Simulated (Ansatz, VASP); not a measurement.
# BAs in two plane-wave programs, part 2 of 2

Aim: how closely do two programs agree when they are given the same cell, functional and k mesh?

VASP 6.6.1 and Ansatz 0.2.0.

So far. Step 2 (VASP: band structure, LDA): The run ends at a pressure of -3.15 GPa.

## (6) VASP: band structure, PBE

Level of this step: PBE; plane waves and PAW (As, B) (VASP).

The same cell, functional, mesh and smearing now go to VASP, with its own data sets and cutoff.

INCAR reads:

```
SYSTEM = BAs
PREC = Accurate
ENCUT = 370
EDIFF = 1E-06
NELM = 100
ISMEAR = 0
SIGMA = 0.03
LREAL = .FALSE.
ALGO = Normal
GGA = PE
NBANDS = 16
LORBIT = 11
LWAVE = .FALSE.
LCHARG = .FALSE.
KPAR = 4
```

POSCAR reads:

```
BAs
1.0
    0.0000000000      2.3885000000      2.3885000000
    2.3885000000      0.0000000000      2.3885000000
    2.3885000000      2.3885000000      0.0000000000
As B
1 1
Direct
    0.7500000000      0.7500000000      0.7500000000
    0.0000000000      0.0000000000      0.0000000000
```

KPOINTS reads:

```
Automatic mesh
0
Gamma
8 8 8
0 0 0
```

KPOINTS_OPT reads:

```
Line mode
10
Line-mode
Reciprocal
  0.00000000   0.00000000   0.00000000 GAMMA
  0.50000000   0.00000000   0.50000000 X

  0.50000000   0.00000000   0.50000000 X
  0.50000000   0.25000000   0.75000000 W

  0.50000000   0.25000000   0.75000000 W
  0.37500000   0.37500000   0.75000000 K

  0.37500000   0.37500000   0.75000000 K
  0.00000000   0.00000000   0.00000000 GAMMA

  0.00000000   0.00000000   0.00000000 GAMMA
  0.50000000   0.50000000   0.50000000 L

  0.50000000   0.50000000   0.50000000 L
  0.62500000   0.25000000   0.62500000 U

  0.62500000   0.25000000   0.62500000 U
  0.50000000   0.25000000   0.75000000 W

  0.50000000   0.25000000   0.75000000 W
  0.50000000   0.50000000   0.50000000 L

  0.50000000   0.50000000   0.50000000 L
  0.37500000   0.37500000   0.75000000 K

  0.62500000   0.25000000   0.62500000 U
  0.50000000   0.00000000   0.50000000 X
```

Potentials, in the order of the species: As and B (PBE family, release 64).

Command:

```bash
$ mpirun -np 4 vasp_std
```

Numbers of over 12 decimals in the logs are rounded to 6 here.

Log:

```text
[banner, memory and clock lines left out]
running    4 mpi-ranks, on    1 nodes
[...]
LDA part: xc-table for (Slater+PW92), standard interpolation
 POSCAR, INCAR and KPOINTS ok, starting setup
[...]
entering main loop
       N       E                     dE             d eps       ncg     rms          rms(c)
DAV:   1     0.663654063533E+01    0.66365E+01   -0.28279E+03   936   0.333E+02
DAV:   2    -0.116347798134E+02   -0.18271E+02   -0.17544E+02  1304   0.750E+01
DAV:   3    -0.120420414523E+02   -0.40726E+00   -0.40688E+00  1088   0.930E+00
DAV:   4    -0.120426333383E+02   -0.59189E-03   -0.59188E-03  1208   0.432E-01
[...]
DAV:   9    -0.114001586069E+02   -0.36998E-03   -0.78496E-04  1048   0.120E-01    0.501E-02
DAV:  10    -0.114002442555E+02   -0.85649E-04   -0.11261E-04  1120   0.475E-02    0.110E-02
DAV:  11    -0.114002448756E+02   -0.62007E-06   -0.34537E-06  1160   0.728E-03
   1 F= -.11400245E+02 E0= -.11400245E+02  d E =-.143062E-14
 Start KPOINTS_OPT (optional k-point list driver)
k-point batch [1-29\100]
       N       E                     dE             ncg
DAV:   1     0.438075443152E+03   -0.66869E+04      928
DAV:   2    -0.124986568417E+03   -0.56306E+03     1264
DAV:   3    -0.138010775491E+03   -0.13024E+02     1112
DAV:   4    -0.138029725345E+03   -0.18950E-01     1232
DAV:   5    -0.138029750240E+03   -0.24894E-04     1104
DAV:   6    -0.138029750290E+03   -0.50816E-07     1056
[...]
k-point batch [88-100\100]
       N       E                     dE             ncg
DAV:   1     0.435850910213E+04   -0.37782E+04      416
DAV:   2     0.411327355202E+04   -0.24524E+03      552
DAV:   3     0.410831094968E+04   -0.49626E+01      512
DAV:   4     0.410830328072E+04   -0.76690E-02      528
DAV:   5     0.410830326866E+04   -0.12052E-04      528
DAV:   6     0.410830326863E+04   -0.30172E-07      456
```

From OUTCAR (step 6):

```text
  Total        0.5817531      0.5817531      0.5817531      0.0000000      0.0000000     -0.0000000
  in kB       34.2013763     34.2013763     34.2013763      0.0000000      0.0000000     -0.0000000
  external PRESSURE =      34.2013763 kB  Pullay stress =       0.0000000 kB

 POSITION                                       TOTAL-FORCE (eV/Angst)
 -----------------------------------------------------------------------------------
      3.58275      3.58275      3.58275         0.000000      0.000000      0.000000
      0.00000      0.00000      0.00000        -0.000000     -0.000000     -0.000000
 -----------------------------------------------------------------------------------
    total drift:                               -0.000000     -0.000000     -0.000000

  FREE ENERGIE OF THE ION-ELECTRON SYSTEM (eV)
  ---------------------------------------------------
  free  energy   TOTEN  =       -11.4002448756 eV

  energy  without entropy=      -11.4002448756  energy(sigma->0) =      -11.40024488

[... 2 parts as in an earlier step ...]

[... 1 further part left out ...]
[key lines of the parts left out:]
E-fermi :   6.2789
```

The run ends at a pressure of 3.42 GPa.

## (7) Differences

What differs besides the data sets and the points named for the pairs above, as far as they apply: VASP leaves aspherical gradient terms in its spheres out (LASPH is not set), Ansatz keeps them. Total energies have different zeros and are not compared.

Compared:

```
                                        quantity  Ansatz   VASP  difference
                                  pressure (GPa)    2.77   3.42       -0.65
pressure without Ansatz's Pulay correction (GPa)    2.67   3.42       -0.75
                   gap over the path points (eV)   1.186  1.174      +0.012
```

Levels at points of the path, from each program's valence-band top (eV; 3 filled, then empty):

```
k (reciprocal lattice)                             Ansatz                               VASP
     0.000 0.000 0.000      0.00 0.00 0.00 3.28 3.28 3.28      0.00 0.00 0.00 3.27 3.27 3.27
     0.167 0.000 0.167   -2.29 -1.71 -1.71 2.25 5.64 5.64   -2.29 -1.71 -1.71 2.24 5.63 5.63
     0.333 0.000 0.333   -5.94 -3.45 -3.45 1.28 3.14 9.16   -5.95 -3.46 -3.46 1.27 3.12 9.14
     0.389 0.000 0.389  -7.10 -3.80 -3.80 1.19 2.39 10.23  -7.11 -3.80 -3.80 1.17 2.38 10.20
     0.500 0.000 0.500  -8.52 -4.08 -4.08 1.44 1.45 11.39  -8.53 -4.08 -4.08 1.42 1.44 11.36
     0.500 0.083 0.583  -8.42 -4.46 -4.40 2.14 2.19 10.59  -8.44 -4.47 -4.41 2.12 2.19 10.56
     0.500 0.194 0.694   -8.12 -5.32 -5.08 4.41 4.72 7.97   -8.14 -5.33 -5.09 4.39 4.71 7.94
     0.500 0.250 0.750   -8.05 -5.48 -5.19 5.27 5.94 6.82   -8.07 -5.49 -5.20 5.24 5.93 6.80
     0.458 0.292 0.750   -8.07 -5.68 -4.70 4.16 5.71 7.51   -8.08 -5.70 -4.71 4.14 5.69 7.49
     0.403 0.347 0.750   -8.13 -5.91 -3.68 2.35 5.57 8.87   -8.14 -5.92 -3.69 2.33 5.55 8.84
```

Among the levels compared at these points, filled levels agree within 15 meV and empty ones within 35 meV. Ansatz's pressure holds a Pulay correction of 0.10 GPa; VASP's holds none.

## (8) VASP: dielectric response, LDA

The response to a field tests empty states and converges slowly with the mesh.

INCAR reads:

```
SYSTEM = BAs
PREC = Accurate
ENCUT = 370
EDIFF = 1E-08
NELM = 100
ISMEAR = 0
SIGMA = 0.01
LREAL = .FALSE.
ALGO = Normal
GGA = CA
NBANDS = 10
LORBIT = 11
LWAVE = .FALSE.
LCHARG = .FALSE.
KPAR = 4
LEPSILON = .TRUE.
```

POSCAR is that of step 6.

KPOINTS reads:

```
Automatic mesh
0
Gamma
10 10 10
0 0 0
```

Potentials, in the order of the species: As and B (LDA family, release 64).

Command:

```bash
$ mpirun -np 4 vasp_std
```

Log:

```text
[... set-up lines as in an earlier step ...]
 entering main loop
       N       E                     dE             d eps       ncg     rms          rms(c)
DAV:   1     0.553210290034E+01    0.55321E+01   -0.30575E+03   940   0.531E+02
DAV:   2    -0.131859428083E+02   -0.18718E+02   -0.18141E+02  1312   0.922E+01
DAV:   3    -0.136408977626E+02   -0.45495E+00   -0.45446E+00  1098   0.143E+01
DAV:   4    -0.136420260578E+02   -0.11283E-02   -0.11282E-02  1154   0.846E-01
[...]
DAV:  11    -0.129198351648E+02   -0.15300E-05   -0.15841E-06  1140   0.914E-03    0.127E-02
DAV:  12    -0.129198349807E+02    0.18410E-06   -0.90215E-07  1046   0.414E-03    0.286E-03
DAV:  13    -0.129198349844E+02   -0.36464E-08   -0.31317E-08  1074   0.127E-03
   1 F= -.12919835E+02 E0= -.12919835E+02  d E =-.528591E-13
 Linear response reoptimize wavefunctions to high precision
DAV:   1    -0.129198349843E+02    0.90211E-10   -0.59376E-09  1056   0.353E-04
DAV:   2    -0.129198349843E+02    0.39790E-11   -0.13867E-10   586   0.961E-05
 Linear response G [H, r] |phi>, progress :
  Direction:   1
[...]
RMM:   9    -0.709785074437E+00    0.36146E-05    0.93384E-10  5429   0.104E-04    0.244E-05
RMM:  10    -0.709785130550E+00   -0.56114E-07   -0.43699E-10  3385   0.328E-05    0.387E-06
 change of polarisation eV/A/(eV/A) component  2 :     0.341     1.333     0.208
 dielectric tensor                  component  2 :     2.265     9.851     1.379
 Linear response to external field, progress :
  Direction:   3
       N       E                     dE             d eps       ncg     rms          rms(c)
RMM:   1    -0.684323156074E+00   -0.68432E+00   -0.31481E+00  7694   0.301E+00
RMM:   2    -0.699621209327E+00   -0.15298E-01   -0.74632E-03  5657   0.405E-01    0.128E+00
RMM:   3    -0.683735177873E+00    0.15886E-01   -0.65297E-03  5765   0.462E-01    0.733E-01
RMM:   4    -0.706266418395E+00   -0.22531E-01   -0.85942E-03  5643   0.547E-01    0.729E-02
[...]
RMM:   8    -0.709788896281E+00   -0.88690E-05   -0.30525E-09  5992   0.242E-04    0.111E-04
RMM:   9    -0.709785399803E+00    0.34965E-05    0.20591E-09  5436   0.104E-04    0.243E-05
RMM:  10    -0.709786222475E+00   -0.82267E-06    0.14190E-08  3391   0.329E-05    0.376E-06
 change of polarisation eV/A/(eV/A) component  3 :     0.273     0.330     1.333
 dielectric tensor                  component  3 :     1.814     2.191     9.851
 Born effective charges drift removed
```

From OUTCAR (step 8):

```text
  Total       -0.5371259     -0.5371259     -0.5371259      0.0000000      0.0000000      0.0000000
  in kB      -31.5777341    -31.5777341    -31.5777341      0.0000000      0.0000000      0.0000000
  external PRESSURE =     -31.5777341 kB  Pullay stress =       0.0000000 kB

 POSITION                                       TOTAL-FORCE (eV/Angst)
 -----------------------------------------------------------------------------------
      3.58275      3.58275      3.58275         0.000000     -0.000000      0.000000
      0.00000      0.00000      0.00000        -0.000000      0.000000     -0.000000
 -----------------------------------------------------------------------------------
    total drift:                               -0.000000     -0.000000     -0.000000

 MACROSCOPIC STATIC DIELECTRIC TENSOR (including local field effects in DFT)
 ------------------------------------------------------
           9.850688     0.000000    -0.000000
           0.000000     9.850688    -0.000000
           0.000000     0.000000     9.850688
 ------------------------------------------------------

[... 1 part as in an earlier step ...]

[... 1 further part left out ...]
```

## (9) Ansatz: dielectric response, LDA

The same cell, functional (in two slightly different forms) and mesh now go to Ansatz, which takes its cutoff from its data sets.

The cell is taken from a series of VASP runs on this material, whose earlier steps may have relaxed, scaled or displaced it; both programs get it as it stands.

input.yaml reads:

```yaml
crystal:
  lattice:
    - [0.0, 2.3885, 2.3885]
    - [2.3885, 0.0, 2.3885]
    - [2.3885, 2.3885, 0.0]
  atoms:
    - { symbol: As, position: [0.75, 0.75, 0.75] }
    - { symbol: B, position: [0.0, 0.0, 0.0] }
hamiltonian:
  xc: lda
  pseudopotentials: { kind: paw }
kpoints:
  mp_grid: { grid: [10, 10, 10] }
scf:
  occupations: { method: fixed }
dielectric:
  method: response
```

Command:

```bash
$ ansatz run input.yaml --threads 2 --pin off --max-ram 4608MiB --backend cpu --events-out ev --progress --plain --runs-dir out
```

Log:

```text
[...]
Crystal: 2 atoms, lattice volume = 27.252 Å³
Basis set: ecut = 420 eV, 531 PW (Γ), exchange–correlation on 48×48×48 points (8 copies of the dense FFT grid, shifted against one another)
Bands: 13, of which v1, the nominal top of the filled ones, is band 9 counted from 1 (8 counted from 0)
Symmetry: 24 space group operations
k-points: 171 of 1000 (irreducible under 4 space group operations, time reversal used)
[...]
site 0:
         0.45816   -0.00000    0.00000
        -0.00000    0.45816    0.00000
         0.00000    0.00000    0.45816
    site 1:
        -0.45816    0.00000   -0.00000
         0.00000   -0.45816   -0.00000
        -0.00000   -0.00000   -0.45816
  Z* charge neutrality: 6.103e-5 e pre-enforcement
  solved inside a basis spanned on kpoints, on 10×10×10 k-points, its susceptibility summed on 14×14×14: ε∞ is read to err by 2.9e-2, Z* by 1.5e-2 e (field_mesh: kpoints solves on kpoints); Z* is corrected for what the basis lacks
[key lines of the parts left out:]
SCF converged after 7 iterations
Free energy (F): -4923.519197 eV
Fermi energy:    10.840593 eV
```

It took 20 s on 2 threads of Arm Neoverse V2, shared host; peak memory 0.48 GiB.

## (10) Differences

What differs besides the data sets and the points named for the pairs above, as far as they apply: VASP's response is taken on the typed mesh, Ansatz refines its own for the field response alone. Total energies have different zeros and are not compared.

Compared:

```
                                     quantity  Ansatz   VASP  difference
                                        ε∞ xx    9.77   9.85     -0.79 %
                                        ε∞ yy    9.77   9.85     -0.79 %
                                        ε∞ zz    9.77   9.85     -0.79 %
Born charge of As1 (mean of the diagonal) (e)    0.46   0.49       -0.04
 Born charge of B2 (mean of the diagonal) (e)   -0.46  -0.49       +0.04
```

## (11) Summary of results

```yaml
difference_in_gap_over_the_path_points_band_structure_lda: 0.0072 eV
difference_in_pressure_band_structure_lda: -0.78 GPa
difference_in_gap_over_the_path_points_band_structure_pbe: 0.012 eV
difference_in_pressure_band_structure_pbe: -0.65 GPa
difference_in_eps_infinity_xx_dielectric_response_lda: -0.79 %
```

**Reading.** The difference in pressure is -0.78 GPa (band structure, LDA), within the 1 GPa picked in this series as the mark of a large difference. 3 further runs of this series are not shown here. Such differences can come from data sets, numerical settings and the points named under the comparisons, not from the functional's error against experiment.

[Lines on the potential files, build, host, timing and source positions are cut from VASP's logs without a mark.]

[Logs are printed without paths, hosts, clocks, repeated set-up lines and the standing remarks that a program may print on its own settings, such as how far it seeks lower states.]

[Hosts, paths, dates, database ids (printed as entryN), source tags and the programs' standing remarks are cut or masked in the printed files.]
